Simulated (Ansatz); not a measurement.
# Al2O3 (P-6m2) in Ansatz: a series of runs, part 2 of 2

Ansatz 0.2.0. Earlier steps stand in the parts before.

### 4 Relaxation of cell and atoms, PBE, target pressure 20 GPa, at which the enthalpy is minimised

Input file input.yaml:

```yaml
crystal:
  lattice:
    - [2.8843249483, 0.0, 0.0]
    - [-1.4421624742, 2.497898678, 0.0]
    - [0.0, 0.0, 9.33675446]
  atoms:
    - { symbol: Al, position: [0.0, 0.0, 0.85000767] }
    - { symbol: Al, position: [0.0, 0.0, 0.14999233] }
    - { symbol: O, position: [0.3333333333, 0.6666666667, 0.77768308] }
    - { symbol: O, position: [0.6666666667, 0.3333333333, 0.0] }
    - { symbol: O, position: [0.3333333333, 0.6666666667, 0.22231692] }
hamiltonian:
  xc: pbe
  pseudopotentials: { kind: paw }
kpoints:
  mp_grid: { grid: [8, 8, 3] }
scf:
  occupations: { method: fermi_dirac, width: 0.05 }
output:
  forces: true
  stress: true
  eigenvalues: true
  write_density: true
  write_potential: true
  elf: true
  volumetric_format: npy
relax:
  f_tol: 0.01
  max_steps: 40
  cell: { stress_tol: 0.05, p_target: 20.0 }
```

Potentials or basis: Ansatz PAW.

The run is started by

```sh
$ ansatz run input.yaml --threads 2 --pin off --max-ram 5632MiB --backend cpu --events-out ev --progress --plain --runs-dir out
```

Log:

```text
Warning: RAYON_NUM_THREADS=2 ignored (pool sized by the plan → 2); use --threads N
Engine: ansatz 0.2.0, aarch64-unknown-linux-gnu
Pseudopotentials: kind: paw
Pseudopotential: Al, paw, valence charge 3, recommended cutoff 420 eV (normal), Al.paw.azcp
Pseudopotential: O, paw, valence charge 6, recommended cutoff 420 eV (normal), O.paw.azcp
Functional definition: PBE
  parameter kappa = 0.804
  parameter beta = 0.06672455060314922
  exchange = pbe_x(kappa = kappa, mu = beta*pi^2/3)
  correlation = pbe_c(beta = beta)
Crystal: 5 atoms, lattice volume = 67.269 Å³
Basis set: ecut = 420 eV, 1315 PW (Γ), exchange–correlation on 40×40×128 points (8 copies of the dense FFT grid, shifted against one another)
[... 213 lines left out ...]
  P = ⅓ Tr σ = 19.9706 GPa (199.706 kbar)
--- Band table (eV; the first three rows and the last of 20) ---
  k-point 0: bands = ["-12.6597", "-11.0930", "-10.2105", "1.5056", "3.6972", "5.1311", "5.1311", "5.6673", "5.6673", "6.0452", "6.0452", "7.2654", "12.0493", "14.9112", "16.4578", "20.6260", "21.5212"]
  k-point 1: bands = ["-12.6062", "-11.3023", "-10.0304", "1.0875", "4.7342", "5.1745", "5.1745", "5.5702", "5.5702", "6.0995", "6.0995", "6.4090", "12.5075", "14.8809", "16.0304", "20.7741", "22.1874"]
  k-point 2: bands = ["-12.4476", "-10.9341", "-10.1241", "1.5858", "3.4235", "4.6747", "4.9281", "5.0430", "5.3100", "5.5480", "5.9808", "7.3288", "12.9586", "15.5576", "17.0287", "19.8410", "20.6634"]
  k-point 19: bands = ["-10.3479", "-9.9304", "-9.7173", "0.7452", "1.1030", "2.2731", "2.7750", "2.9022", "4.0906", "4.8265", "5.3505", "7.1081", "16.7098", "16.8534", "17.8146", "18.7860", "19.9618"]
--- Relaxed structure (12 steps of the walk, 12 accepted, 2 SCFs on fresh bases) ---
  F+E_penalty+E_count = -2783.35810212 eV   max|allowed force component| = 2.517e-4 eV/Å   (the final SCF, on the basis selected at the relaxed cell)
  cell:  # Å, volume = 45.0916 Å³
    - [2.8006122710367696, 2.8029669222656922e-11, 0.0]
    - [-1.4003061355426591, 2.425401372854257, 0.0]
    - [0.0, 0.0, 6.638333684488432]
  atoms:
    - { symbol: Al, position: [-1.4802973661453342e-17, -2.368475786026405e-17, 0.7956245474600738] }
    - { symbol: Al, position: [-1.4802973661453342e-17, -2.368475786026405e-17, 0.20437545253992626] }
    - { symbol: O, position: [0.3333333333333333, 0.6666666666666666, 0.6921051504385812] }
    - { symbol: O, position: [0.6666666666666667, 0.33333333333333326, 8.918166071905758e-19] }
    - { symbol: O, position: [0.3333333333333333, 0.6666666666666666, 0.3078948495614189] }
```

Wall time 22 s (2 threads of Arm Neoverse V1, shared host); peak memory 0.33 GiB.

Results:

- Free energy: -2783.3581 eV
- Relaxed volume: 9.02 Å³/atom
- Relaxed cell: a = 2.801 Å, b = 2.801 Å, c = 6.638 Å, α = 90.00°, β = 90.00°, γ = 120.00°
- Space group after relaxing (to 0.05 Å): P-6m2 (No. 187)
- Energy change on relaxing (the enthalpy is what falls): +88.6 meV/atom
- Ionic steps: 14
- Pressure after relaxing: 20.0 GPa
- Band gap on the k mesh: 4.72 eV, indirect (least direct gap 4.78 eV)

The path:
| step | energy change (eV) | largest force (eV/Å) | volume (Å³) |
| --- | --- | --- | --- |
| 1 | 0.0000 | 0.0420 | 67.27 |
| 2 | 0.0621 | 0.3888 | 61.55 |
| 3 | 0.2157 | 0.5415 | 56.93 |
| 4 | 0.2461 | 0.6497 | 53.70 |
| 5 | 0.2396 | 0.5760 | 50.68 |
| 6 | 0.2808 | 0.5739 | 47.80 |
| 7 | 0.4351 | 0.1085 | 45.04 |
| 8 | 0.4000 | 0.0550 | 45.32 |
| 9 | 0.4065 | 0.0071 | 45.26 |
| 10 | 0.4071 | 0.0002 | 45.25 |
| 11 | 0.4232 | 0.0011 | 45.25 |
| 12 | 0.4437 | 0.0006 | 45.08 |
| 13 | 0.4424 | 0.0002 | 45.09 |
| 14 | 0.4431 | 0.0003 | 45.09 |

Final structure:
```xyz
5
Lattice="2.8006 0.0000 0.0000 -1.4003 2.4254 0.0000 0.0000 0.0000 6.6383" Properties=species:S:1:pos:R:3 pbc="T T T"
Al    0.0000    0.0000    5.2816
Al    0.0000    0.0000    1.3567
O     0.0000    1.6169    4.5944
O     1.4003    0.8085    0.0000
O     0.0000    1.6169    2.0439
```

Caveat: the volume moved by over 15 % at a fixed basis, so the end points are rough; odd divisions of the mesh miss points on the zone boundary, where band edges often lie, so the gap on the mesh can be too wide; the plane-wave basis is chosen anew once the cell has moved, so the energies of steps on either side of that aren't comparable; the pressure holds a Pulay correction of +0.8 GPa for the finite cutoff. PBE gaps usually lie below the measured ones, often by a third to a half.

### 5 Relaxation of cell and atoms, PBE, target pressure 30 GPa, at which the enthalpy is minimised

input.yaml, as its differences from that of step 4:

```diff
@@ -29,2 +29,2 @@
   max_steps: 40
-  cell: { stress_tol: 0.05, p_target: 20.0 }
+  cell: { stress_tol: 0.05, p_target: 30.0 }
```

The run is started by

```sh
$ ansatz run input.yaml --threads 2 --pin off --max-ram 5632MiB --backend cpu --events-out ev --progress --plain --runs-dir out
```

It took 25 s on 2 threads of Arm Neoverse V1, shared host; peak memory 0.33 GiB.

It converged, with:

```
Free energy                                            : -2783.0482 eV
Relaxed volume                                         : 8.62 Å³/atom
Relaxed cell                                           : a = 2.769 Å, b = 2.769 Å, c = 6.488 Å, α = 90.00°, β = 90.00°, γ = 120.00°
Space group after relaxing (to 0.05 Å)                 : P-6m2 (No. 187)
Energy change on relaxing (the enthalpy is what falls) : +150.6 meV/atom
Ionic steps                                            : 15
Pressure after relaxing                                : 30.0 GPa
Band gap on the k mesh                                 : 4.86 eV, indirect (least direct gap 4.92 eV)
```

Step by step:
```tsv
step	energy change (eV)	largest force (eV/Å)	volume (Å³)
1	0.0000	0.0420	67.27
2	0.1167	0.5285	60.88
3	0.4076	0.7773	55.68
4	0.5049	0.9447	52.26
5	0.4808	0.8971	49.37
6	0.5236	0.9166	46.60
7	0.6248	0.4721	43.86
8	0.6605	0.1783	43.52
9	0.7057	0.1681	43.26
10	0.7145	0.0030	43.20
11	0.7104	0.0014	43.23
12	0.7112	0.0001	43.22
13	0.7276	0.0011	43.22
14	0.7521	0.0007	43.09
15	0.7530	0.0009	43.09
```

Final structure:
```xyz
5
Lattice="2.7691 0.0000 0.0000 -1.3845 2.3981 0.0000 0.0000 0.0000 6.4884" Properties=species:S:1:pos:R:3 pbc="T T T"
Al    0.0000    0.0000    5.1491
Al    0.0000    0.0000    1.3394
O     0.0000    1.5987    4.4600
O     1.3845    0.7994    0.0000
O     0.0000    1.5987    2.0284
```

Levels at points of the mesh, in eV from the valence-band top:
| k point | band 8 | band 9 | band 10 | band 11 | band 12 | band 13 | band 14 | band 15 | band 16 | band 17 |
| --- | --- | --- | --- | --- | --- | --- | --- | --- | --- | --- |
| (0.00, 0.00, 0.00) | -1.74 | -1.74 | -1.47 | -1.47 | -0.06 | 4.86 | 7.65 | 9.49 | 13.60 | 14.46 |
| (0.00, -0.50, 0.00) | -3.13 | -2.50 | -2.18 | -2.05 | -0.89 | 7.52 | 8.49 | 9.50 | 11.71 | 12.13 |

Caveat: the volume moved by over 15 % at a fixed basis, so the end points are rough; odd divisions of the mesh miss points on the zone boundary, where band edges often lie, so the gap on the mesh can be too wide; the plane-wave basis is chosen anew once the cell has moved, so the energies of steps on either side of that aren't comparable; the pressure holds a Pulay correction of +0.8 GPa for the finite cutoff.

### 6 Single point, PBE

input.yaml, as its differences from that of step 5:

```diff
@@ -22,9 +22 @@
   eigenvalues: true
-  write_density: true
-  write_potential: true
-  elf: true
-  volumetric_format: npy
-relax:
-  f_tol: 0.01
-  max_steps: 40
-  cell: { stress_tol: 0.05, p_target: 30.0 }
```

Potentials or basis: Ansatz PAW.

The run is started by

```sh
$ ansatz run input.yaml --threads 2 --pin off --max-ram 5632MiB --backend cpu --events-out ev --progress --plain --runs-dir out
```

Run time: 1.4 s. Hardware: 2 threads of Arm Neoverse V1, shared host; peak memory 0.31 GiB.

It converged, with:

```
Free energy            : -2783.8012 eV
Pressure               : 0.1 GPa
Largest force          : 0.042 eV/Å
Band gap on the k mesh : 4.80 eV, indirect (least direct gap 5.03 eV)
```

Forces in eV/Å, atoms in the order of the input:
```
Al   0.000  0.000  0.041
Al   0.000  0.000 -0.041
O    0.000  0.000 -0.042
O    0.000  0.000  0.000
O    0.000  0.000  0.042
```

Levels at points of the mesh, in eV from the valence-band top:
| k point | band 10 | band 11 | band 12 | band 13 | band 14 | band 15 |
| --- | --- | --- | --- | --- | --- | --- |
| (0.00, 0.00, 0.00) | -0.50 | -0.50 | -0.23 | 4.80 | 7.40 | 7.80 |
| (0.00, -0.50, 0.00) | -0.98 | -0.81 | -0.58 | 7.82 | 8.89 | 9.06 |

Caveat: odd divisions of the mesh miss points on the zone boundary, where band edges often lie, so the gap on the mesh can be too wide; the pressure holds a Pulay correction of +0.5 GPa for the finite cutoff. A k mesh can miss the band edges.

### 7 Summary

```csv
task,cell,target pressure (GPa),gap on the mesh (eV),pressure (GPa)
relaxation of cell and atoms,relaxed to 5 GPa,5,4.55,5.0
relaxation of cell and atoms,relaxed to 10 GPa,10,4.59,10.0
relaxation of cell and atoms,relaxed to 20 GPa,20,4.72,20.0
relaxation of cell and atoms,relaxed to 30 GPa,30,4.86,30.0
single point,as given,-,4.80,0.1
```

Alike in all rows: level PBE; potentials or basis Ansatz PAW; no spin polarisation; k mesh 8 × 8 × 3; cutoff (eV) 420; smearing fermi-dirac 0.05 eV.

Caveats: odd divisions of the mesh miss points on the zone boundary, where band edges often lie, so the gap on the mesh can be too wide; the volume moved by over 15 % at a fixed basis, so the end points are rough (some runs); the plane-wave basis is chosen anew once the cell has moved, so the energies of steps on either side of that aren't comparable (some runs).

Absolute energies hang on the potentials; compare differences alone.
